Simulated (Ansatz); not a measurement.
**CoSn under pressure**

Level of theory: DFT PBEsol, scalar-relativistic, plane waves, PAW in Ansatz 0.2.0. Run with 420 eV cutoff, 12×12×8 k-mesh, Gaussian smearing of 0.10 eV, no spin polarisation.

The relaxed crystal:

```
Co Sn
1.0
     5.21972    0.00000    0.00000
    -2.60986    4.52041    0.00000
     0.00000    0.00000    4.16847
Co Sn
3 3
Direct
  0.00000 0.50000 0.00000
  0.50000 0.50000 0.00000
  0.50000 0.00000 0.00000
  0.66667 0.33333 0.50000
  0.33333 0.66667 0.50000
  0.00000 0.00000 0.00000
```

Cell and atoms are relaxed at each pressure within the symmetry of the start, at zero temperature, so transitions that lower the symmetry aren't seen. The k-mesh given is that at zero pressure and may differ at others. a, b and c are the lengths of the cell vectors above.

```csv
P (GPa),V (Å³/atom),V/V0,a (Å),b (Å),c (Å)
-2,16.63,1.014,5.244,5.244,4.188
0,16.39,1.000,5.220,5.220,4.168
2,16.17,0.987,5.197,5.197,4.150
5,15.88,0.969,5.165,5.165,4.124
10,15.45,0.942,5.118,5.118,4.086
20,14.74,0.899,5.038,5.038,4.023
40,13.71,0.836,4.918,4.918,3.927
```

**Question.** What bulk modulus and pressure derivative fit these points?

**Answer.** A third-order Birch–Murnaghan fit gives B0 = 146 GPa and B0' = 4.7.